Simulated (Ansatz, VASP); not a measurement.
**Cd: VASP beside Ansatz**

Contents of POSCAR:

```
Cd
1.0
    3.2871350000      0.0000000000      0.0000000000
   -1.6435680000      2.8467470000      0.0000000000
    0.0000000000      0.0000000000      5.1539800000
Cd
2
Direct
    0.3333300000      0.6666700000      0.2500000000
    0.6666600000      0.3333300000      0.7500000000
```

File INCAR.step1:

```
SYSTEM = Cd
ALGO = Normal
EDIFF = 1E-4
ENCUT = 520
GGA = PE
ISMEAR = 1
LASPH = .True.
LCHARG = .False.
LREAL = .False.
LWAVE = .True.
NBANDS = 19
NELM = 80
PREC = Accurate
SIGMA = 0.2586
```

Contents of INCAR.step2:

```
SYSTEM = Cd
ALGO = Normal
EDIFF = 1E-6
ENCUT = 520
ISIF = 2
ISMEAR = 1
ISTART = 1
LASPH = .True.
LCHARG = .True.
LELF = .True.
LMIXTAU = .True.
LREAL = .False.
LVHAR = .True.
LWAVE = .False.
METAGGA = R2SCAN
NBANDS = 19
NELM = 80
PREC = Accurate
SIGMA = 0.2586
```

The input KPOINTS:

```
k-points
0
Gamma
  6 6 4
  0 0 0
```

Input for Ansatz:

```yaml
crystal:
  lattice:
    - [3.287135, 0.0, 0.0]
    - [-1.643568, 2.846747, 0.0]
    - [0.0, 0.0, 5.15398]
  atoms:
    - { symbol: Cd, position: [0.33333, 0.66667, 0.25] }
    - { symbol: Cd, position: [0.66666, 0.33333, 0.75] }
  symmetry: { tolerance: 0.0003 }
kpoints:
  mp_grid: { grid: [6, 6, 4], shift: [0, 0, 0] }
magnetization:
  spin_polarized: false
scf:
  occupations: { method: methfessel_paxton, width: 0.2586 }
hamiltonian:
  pseudopotentials: { kind: paw }
  xc: r2scan
basis:
  ecutwfc: 500
output:
  forces: true
  stress: true
  eigenvalues: true
  write_density: true
  write_potential: true
  elf: true
  volumetric_format: npy
```

The cell was built by a generator and needn't be a form met in nature.

Alike in both runs: task single point; functional r2SCAN; k mesh 6 × 6 × 4; occupations methfessel-paxton of order 1, width 0.2586 eV; no spin polarisation.

|  | VASP | Ansatz |
| --- | --- | --- |
| version | VASP 6.6.1 | Ansatz 0.2.0 |
| potentials or method | VASP PAW PBE potentials, release 64 (Cd) | PAW plane waves |
| plane-wave cutoff (eV) | 520 | 500 |
| valence electrons in the cell | 24 | 40 |

|  | VASP | Ansatz | Ansatz less VASP |
| --- | --- | --- | --- |
| gap on the k mesh at the Fermi level (eV) | none | none | - |
| pressure (GPa) | -4.6 | -4.8 | -0.16 |
| largest component of the traceless stress (GPa) | 0.14 | 0.14 | -0.001 |

A gap of «none» marks a metal or a gap that the smearing closes. The two sets of potentials don't hold the same shells in valence. Ansatz warned: «structure_snapped_to_symmetry».

Caveats: the k mesh is coarse (spacing up to 0.37 Å⁻¹), so the values aren't converged; the PAW data sets were made with another functional, which shifts forces and pressure a little (VASP).
